At 9.410 Å³ per atom the band gap looks too small. The pressure there is 44 GPa, and close to zero pressure the gap of cubic HfO₂ grows by about 8.6 meV per GPa. At that rate it should rise from 3.688 eV in the relaxed cell to 4.067 eV. The calculation gives 3.966 eV, so about a quarter of the expected rise is absent.

Cubic fluorite-type HfO₂ (Fm-3m) at scaled volumes of the relaxed cell, computed with Ansatz 0.2.0: PBEsol, plane-wave PAW, scalar-relativistic, no spin polarisation. Cutoff 420 eV, k mesh 8×8×8, Gaussian smearing 0.02 eV. Energies count from the minimum of a third-order Birch-Murnaghan fit; pressures come from the calculated stress, positive in compression.

```csv
volume per atom (Å³/atom),energy over minimum (meV/atom),pressure (GPa),band gap on mesh (eV)
9.410,158.3,44.20,3.966
9.731,84.0,30.38,3.897
10.052,35.3,18.62,3.826
10.373,8.3,8.56,3.755
10.693,0.0,-0.02,3.688
11.014,7.5,-7.36,3.619
11.335,28.7,-13.64,3.551
11.763,74.8,-20.63,3.465
```

**Tired electrons or a stiffer crystal?**

A tempting explanation starts from the electrons. Squeezing increases the overlap between neighbouring ions, the bands broaden, and their edges move towards each other. If this effect dominated, compression would close the gap, but the gap widens at every step of compression. A milder version survives that test: something else widens the gap, and broadening eats up more and more of the gain.

The other explanation lies in the lattice. Each further gigapascal may simply compress the crystal less than the one before, while the electrons respond to a given compression much as they always did. Both accounts predict a gap that flattens with pressure, so a plot of gap against pressure can't tell them apart. The volume can, because it splits the gain per gigapascal into two factors:

$$\frac{dE_g}{dP}=\frac{D}{B},\qquad D=-\frac{dE_g}{d\ln V},\qquad B=-\frac{dP}{d\ln V}.$$

Here $E_g$ is the band gap, $P$ the pressure and $V$ the volume per atom. The deformation potential $D$ measures how strongly the gap responds to compression, and the bulk modulus $B$ measures how hard the crystal is to compress. Tired electrons would show up as a falling $D$, a stiffening lattice as a rising $B$.

The two ends of the scan settle most of the question. Between the two largest volumes, 11.335 and 11.763 Å³, the gap gains 2.5 times as much per gigapascal as between the two smallest, 9.410 and 9.731 Å³. Over the same range the stiffness more than doubles, from 189 to 412 GPa. The response $D$ differs by only 13 % between the two steps.

Even that 13 % is weak evidence for tiring electrons. It appears when compression is counted in $\ln V$. Counted per Å³, the order reverses, and the gap responds slightly more strongly at the squeezed end. Stiffening is therefore the main cause of the flattening, and the table gives no clear sign of electronic saturation.

This comparison needs the same band edges to set the gap throughout. On the k mesh they do: at all eight volumes both edges lie at the X point of the Brillouin zone. A true edge could still lie between mesh points, which would make the real gap smaller than the one listed. The compressed half of the scan, taken alone, leads to the same conclusion. There the gain per gigapascal falls by a factor of 1.56, and stiffening supplies 1.46 of it.

**Why the gap widens and the lattice stiffens**

A simple ionic picture offers a reason for both, although these calculations don't test it orbital by orbital. The top of the valence band is expected to be mainly oxygen 2p and the bottom of the conduction band mainly hafnium 5d. It is tempting to say that these two states repel each other more strongly as the Hf–O distance shrinks. At the X point, however, they should have opposite parity about a hafnium nucleus, and then they can't mix. The likelier cause is electrostatic. The negative oxygen ions around a hafnium ion raise the energy of an electron on it, while the positive hafnium ions around an oxygen ion lower the energy of an electron there. Both effects grow as the ions approach, which pushes the two edges apart. Broadening should work against this, and $D$ measures only the net result. The stiffness rises because the repulsion between filled electron shells grows very steeply as ions approach, much faster than their electrostatic attraction.

**From strain to pressure**

A simple formula follows if $D$ is held constant and the stiffness grows linearly, $B=B_0+B_0'P$. Integrating $D/B$ over pressure gives

$$E_g(P)=E_g(0)+\frac{D}{B_0'}\ln\!\left(1+\frac{B_0'P}{B_0}\right).$$

The gaps on either side of the relaxed cell give $D=2.27$ eV. The energy curve of the same cells gives $B_0=264$ GPa and $B_0'=4.21$.

For the row at 9.410 Å³, the bracket is $1+4.21\times44.2/264=1.70$, and its logarithm is 0.53. Multiplied by $2.27/4.21=0.54$ eV, this gives a rise of 0.29 eV, against 0.28 eV in the full calculation. The gap of this row was not used to find $D$, though its energy helped to fix $B_0$ and $B_0'$. The formula lies slightly too high in every row except the relaxed one, by at most 9 meV, mainly because $D$ is not strictly constant. The output below sets it beside the version with constant stiffness.

For practical use, a gap shift is better estimated from the volume change than from the pressure. A coefficient per gigapascal measured near ambient pressure holds only while $P$ is small compared with $B_0/B_0'$, here $264/4.21\approx63$ GPa. In a related oxide with a similar $D$, a softer lattice would give a larger shift per gigapascal at first, and one that fades sooner if $B_0'$ is similar.

PBEsol makes oxide gaps much too small, but much of that error is expected to cancel in the shifts. The PAW datasets were made for PBE, not PBEsol, and the effect of that mismatch on the gaps and the stiffness was not tested here. Both gaps and shifts belong to a crystal held in the cubic structure at zero temperature, without zero-point motion. The four compressed cells were run as single points, but the cubic symmetry fixes their shape and atomic positions, so relaxing them would change nothing. Cubic HfO₂ is not the stable form at low temperature, and a real sample may change phase along this path.

Numerical output:

```
Steps from the next smaller volume:
     row  gap gain meV per GPa  stiffness GPa  gap gain eV per unit ln V  gap gain eV per Å3 an atom
   9.731                 4.993            412                      2.057                       0.215
  10.052                 6.037          362.3                      2.188                      0.2212
  10.373                 7.058            320                      2.259                      0.2212
  10.693                 7.809          282.4                      2.205                      0.2094
  11.014                 9.401          248.2                      2.333                       0.215
  11.335                 10.83          218.6                      2.367                      0.2118
  11.763                  12.3          188.6                       2.32                      0.2009
Gap from two models in eV:
     row  computed  constant stiffness  rising stiffness
    9.41     3.966               4.067             3.975
   9.731     3.897               3.949             3.901
  10.052     3.826               3.848             3.828
  10.373     3.755               3.761             3.757
  10.693     3.688               3.688             3.688
  11.014     3.619               3.625             3.621
  11.335     3.551               3.571             3.556
  11.763     3.465               3.511             3.473
Volume reduction at strongest squeeze, %: 12
Volume increase at strongest stretch, %: 10.01
Gap rise from relaxed cell to strongest squeeze, eV: 0.278
Gap drop from relaxed cell to strongest stretch, eV: 0.223
Gain per GPa, most stretched step over most squeezed step: 2.464
Stiffness, most squeezed step over most stretched step: 2.185
Gain per unit ln V, most stretched step over most squeezed step: 1.128
Gain per Å3, most stretched step over most squeezed step: 0.9348
Share of stiffening in the fading on a log scale, %: 86.64
Compressed half only, gain per GPa, step ending at relaxed cell over most squeezed step: 1.564
Compressed half only, stiffness, most squeezed step over step ending at relaxed cell: 1.459
Compressed half only, gain per unit ln V, step ending at relaxed cell over most squeezed step: 1.072
Deformation potential D from the neighbours of the relaxed cell, eV: 2.268
Gap gain at zero pressure D/B0, meV per GPa: 8.585
Largest miss with constant stiffness, meV: 101.5
Largest miss with rising stiffness, meV: 9.281
```
